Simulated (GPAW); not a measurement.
# HgTe (Coloradoite) (F-43m) in GPAW: a series of runs, part 2 of 2

GPAW 26.7.0. The steps go on from the part before.

## 4. Band structure, LDA

Contents of run.py:

```python
import spglib
from ase import Atoms
from ase.dft.bandgap import bandgap
from ase.io import read, write
from ase.units import GPa
from gpaw import GPAW, PW, setup_paths

setup_paths.insert(0, '.')

atoms = read('HgTe.cif')
cell, positions, numbers = spglib.find_primitive(
    (atoms.cell[:], atoms.get_scaled_positions(), atoms.numbers), symprec=1e-4)
atoms = Atoms(numbers, cell=cell, scaled_positions=positions, pbc=True)

calc = GPAW(mode=PW(600),
            xc='LDA',
            kpts={'size': (6, 6, 6), 'gamma': True},
            occupations={'name': 'fermi-dirac', 'width': 0.05},
            setups={'Hg': 'jth', 'Te': 'jth'},
            nbands=-9,
            convergence={'density': 1e-05, 'energy': 1e-05},
            maxiter=150,
            txt='gpaw.txt')
atoms.calc = calc
energy = atoms.get_potential_energy()
forces = atoms.get_forces()
stress = atoms.get_stress()
calc.write('gs.gpw')
write('result.traj', atoms)
print(f'Energy: {energy:.6f} eV')
print('Forces (eV/A):')
print(forces.round(4))
print('Stress (GPa):', (stress / GPa).round(3))
print('Fermi level:', round(calc.get_fermi_level(), 4), 'eV')
print(f'Gap: {bandgap(calc)[0]:.4f} eV, direct: {bandgap(calc, direct=True)[0]:.4f} eV')

path = atoms.cell.bandpath('GXWKGLUWLK,UX', npoints=100, eps=1e-4)
bs_calc = calc.fixed_density(kpts=path, symmetry='off', nbands=-21,
                             convergence={'bands': 'CBM+6.0', 'eigenstates': 1e-6}, txt='bands.txt')
bs = bs_calc.band_structure()
bs.write('bs.json')
print(f'Gap on the path: {bandgap(bs_calc)[0]:.4f} eV')
```

Contents of HgTe.cif:

```cif
data_HgTe
_cell_length_a 6.42900000
_cell_length_b 6.42900000
_cell_length_c 6.42900000
_cell_angle_alpha 90.00000000
_cell_angle_beta 90.00000000
_cell_angle_gamma 90.00000000
_space_group_name_H-M_alt 'F-43m'
_space_group_name_Hall 'F -4 2 3'
_space_group_IT_number 216
loop_
_space_group_symop_operation_xyz
'x,y,z'
'y,-x,-z'
'-x,-y,z'
'-y,x,-z'
'x,-y,-z'
'y,x,z'
'-x,y,-z'
'-y,-x,z'
'z,x,y'
'-z,y,-x'
'z,-x,-y'
'-z,-y,x'
'-z,x,-y'
'z,y,x'
'-z,-x,y'
'z,-y,-x'
'y,z,x'
'-x,-z,y'
'-y,z,-x'
'x,-z,-y'
'-y,-z,x'
'x,z,y'
'y,-z,-x'
'-x,z,-y'
'x,y+1/2,z+1/2'
'y,-x+1/2,-z+1/2'
'-x,-y+1/2,z+1/2'
'-y,x+1/2,-z+1/2'
'x,-y+1/2,-z+1/2'
'y,x+1/2,z+1/2'
'-x,y+1/2,-z+1/2'
'-y,-x+1/2,z+1/2'
'z,x+1/2,y+1/2'
'-z,y+1/2,-x+1/2'
'z,-x+1/2,-y+1/2'
'-z,-y+1/2,x+1/2'
'-z,x+1/2,-y+1/2'
'z,y+1/2,x+1/2'
'-z,-x+1/2,y+1/2'
'z,-y+1/2,-x+1/2'
'y,z+1/2,x+1/2'
'-x,-z+1/2,y+1/2'
'-y,z+1/2,-x+1/2'
'x,-z+1/2,-y+1/2'
'-y,-z+1/2,x+1/2'
'x,z+1/2,y+1/2'
'y,-z+1/2,-x+1/2'
'-x,z+1/2,-y+1/2'
'x+1/2,y,z+1/2'
'y+1/2,-x,-z+1/2'
'-x+1/2,-y,z+1/2'
'-y+1/2,x,-z+1/2'
'x+1/2,-y,-z+1/2'
'y+1/2,x,z+1/2'
'-x+1/2,y,-z+1/2'
'-y+1/2,-x,z+1/2'
'z+1/2,x,y+1/2'
'-z+1/2,y,-x+1/2'
'z+1/2,-x,-y+1/2'
'-z+1/2,-y,x+1/2'
'-z+1/2,x,-y+1/2'
'z+1/2,y,x+1/2'
'-z+1/2,-x,y+1/2'
'z+1/2,-y,-x+1/2'
'y+1/2,z,x+1/2'
'-x+1/2,-z,y+1/2'
'-y+1/2,z,-x+1/2'
'x+1/2,-z,-y+1/2'
'-y+1/2,-z,x+1/2'
'x+1/2,z,y+1/2'
'y+1/2,-z,-x+1/2'
'-x+1/2,z,-y+1/2'
'x+1/2,y+1/2,z'
'y+1/2,-x+1/2,-z'
'-x+1/2,-y+1/2,z'
'-y+1/2,x+1/2,-z'
'x+1/2,-y+1/2,-z'
'y+1/2,x+1/2,z'
'-x+1/2,y+1/2,-z'
'-y+1/2,-x+1/2,z'
'z+1/2,x+1/2,y'
'-z+1/2,y+1/2,-x'
'z+1/2,-x+1/2,-y'
'-z+1/2,-y+1/2,x'
'-z+1/2,x+1/2,-y'
'z+1/2,y+1/2,x'
'-z+1/2,-x+1/2,y'
'z+1/2,-y+1/2,-x'
'y+1/2,z+1/2,x'
'-x+1/2,-z+1/2,y'
'-y+1/2,z+1/2,-x'
'x+1/2,-z+1/2,-y'
'-y+1/2,-z+1/2,x'
'x+1/2,z+1/2,y'
'y+1/2,-z+1/2,-x'
'-x+1/2,z+1/2,-y'
loop_
_atom_site_label
_atom_site_type_symbol
_atom_site_symmetry_multiplicity
_atom_site_Wyckoff_symbol
_atom_site_fract_x
_atom_site_fract_y
_atom_site_fract_z
_atom_site_occupancy
Hg1 Hg 4 a 0.0000000000 0.0000000000 0.0000000000 1
Te1 Te 4 c 0.2500000000 0.2500000000 0.2500000000 1
```

Potentials or basis: JTH PAW 2.0, LDA, pw.

Launch:

```
> OMP_NUM_THREADS=1 python run.py
```

Wall time 2.3 min (1 thread of Intel Xeon Platinum 8488C (Sapphire Rapids), shared host); peak memory 0.34 GiB.

It converged, with:

| Property | Result |
| --- | --- |
| Free energy | -4.6421 eV |
| Pressure | 0.5 GPa |
| Band gap along the path | none (metal or under the smearing width) |

Levels at the corners of the path, in eV from the Fermi level:
| point | band 7 | band 8 | band 9 | band 10 | band 11 | band 12 |
| --- | --- | --- | --- | --- | --- | --- |
| Γ | -0.91 | -0.04 | -0.04 | -0.04 | 4.14 | 4.14 |
| X | -5.63 | -2.39 | -2.39 | 1.76 | 2.26 | 8.08 |
| W | -5.73 | -2.83 | -2.68 | 3.07 | 4.48 | 5.20 |
| K | -5.66 | -3.07 | -1.99 | 2.11 | 3.89 | 6.96 |
| Γ | -0.91 | -0.04 | -0.04 | -0.04 | 4.14 | 4.14 |
| L | -5.70 | -1.06 | -1.06 | 0.53 | 4.97 | 4.97 |
| U | -5.66 | -3.07 | -1.99 | 2.11 | 3.89 | 6.96 |
| W | -5.73 | -2.83 | -2.68 | 3.07 | 4.48 | 5.20 |
| L | -5.70 | -1.06 | -1.06 | 0.53 | 4.97 | 4.97 |
| K | -5.66 | -3.07 | -1.99 | 2.11 | 3.89 | 6.96 |
| U | -5.66 | -3.07 | -1.99 | 2.11 | 3.89 | 6.96 |
| X | -5.63 | -2.39 | -2.39 | 1.76 | 2.26 | 8.08 |

Caveat: the program truncates these outside data sets; spin-orbit coupling is left out, which moves the levels of the heavy elements.

## 5. Equation of state, PBE+D4

Contents of run.py:

```python
import spglib
from ase import Atoms
from ase.calculators.mixing import SumCalculator
from ase.eos import EquationOfState
from ase.io import Trajectory, read
from ase.units import GPa
from dftd4.ase import DFTD4
from gpaw import GPAW, PW

atoms = read('HgTe.cif')
cell, positions, numbers = spglib.find_primitive(
    (atoms.cell[:], atoms.get_scaled_positions(), atoms.numbers), symprec=1e-4)
atoms = Atoms(numbers, cell=cell, scaled_positions=positions, pbc=True)

traj = Trajectory('eos.traj', 'w')
volumes, energies = [], []
for x in [0.94, 0.96, 0.98, 1.0, 1.02, 1.04, 1.06]:
    a = atoms.copy()
    a.set_cell(atoms.cell * x**(1 / 3), scale_atoms=True)
    calc = GPAW(mode=PW(600),
                xc='PBE',
                kpts={'size': (6, 6, 6), 'gamma': True},
                occupations={'name': 'fermi-dirac', 'width': 0.05},
                nbands=18,
                convergence={'density': 1e-05, 'energy': 1e-05},
                maxiter=150,
                txt=f'eos-{x:.2f}.txt')
    a.calc = SumCalculator([calc, DFTD4(method='pbe')])
    energies.append(a.get_potential_energy())
    volumes.append(a.get_volume())
    p = -a.get_stress()[:3].mean() / GPa
    calc.write(f'eos-{x:.2f}.gpw')
    traj.write(a)
    print(f'{x:.2f} {volumes[-1]:10.4f} A^3 {energies[-1]:14.6f} eV {p:9.3f} GPa', flush=True)

v0, e0, B = EquationOfState(volumes, energies, eos='birchmurnaghan').fit()
print(f'V0 = {v0:.4f} A^3, E0 = {e0:.6f} eV, B0 = {B / GPa:.2f} GPa')
```

HgTe.cif is that of step 4.

Potentials or basis: GPAW PAW data sets (gpaw-data 1.2.1), pw.

Launch:

```
> OMP_NUM_THREADS=1 python run.py
```

It took 1.9 min on 1 thread of Intel Xeon Platinum 8488C (Sapphire Rapids), shared host; peak memory 0.26 GiB.

It converged, with:

| Property | Result |
| --- | --- |
| Equilibrium volume | 35.03 Å³/atom |
| Bulk modulus | 40 GPa |
| Pressure derivative of the bulk modulus | 5.2 |

Energy against volume, from the lowest point:
```
volume (Å³/atom)  energy (meV/atom)
          31.223              65.85
          31.887              42.95
          32.551              25.58
          33.215              13.11
          33.880               5.01
          34.544               0.76
          35.208               0.00
```

Spin-orbit coupling is left out, which matters for the levels of Hg, Te.

## 6. The runs side by side

```csv
task,level,potentials or basis,spin,band path,band points,spin axis theta (degrees),spin axis phi (degrees),data set,pressure (GPa)
equation of state,r2SCAN+D3(BJ),"GPAW PAW data sets (gpaw-data 1.2.1), pw",off,-,-,-,-,-,-
band structure,TASK,"GPAW PAW data sets (gpaw-data 1.2.1), pw","SOC, no magnetisation","GXWKGLUWLK,UX",80,0,0,-,7.6
band structure,LDA,"JTH PAW 2.0, LDA, pw",off,"GXWKGLUWLK,UX",100,-,-,"Hg jth, Te jth",0.5
equation of state,PBE+D4,"GPAW PAW data sets (gpaw-data 1.2.1), pw",off,-,-,-,-,-,-
```

Alike in all rows: cell as given; k mesh 6 × 6 × 6; cutoff (eV) 600; smearing fermi-dirac 0.05 eV.

Caveats: the PAW data sets were made with another functional, which shifts forces and pressure a little (some runs); the points scatter about the fit (some runs); spin-orbit coupling was added after a scalar SCF, so levels and gaps hold it while energy, forces, pressure and moments don't (some runs); this program's spin-orbit splittings come out too wide for heavy elements (some runs); the program truncates these outside data sets (some runs); spin-orbit coupling is left out, which moves the levels of the heavy elements (some runs).

Absolute energies hang on the potentials; compare differences alone.

## 7. How close it comes

Step 5. Measured bulk modulus of HgTe: 43 GPa (a printed reference work, monograph). This calculation gives 40 GPa (-6.5 %). The fit is for a static lattice scaled at fixed shape and fixed fractional positions.
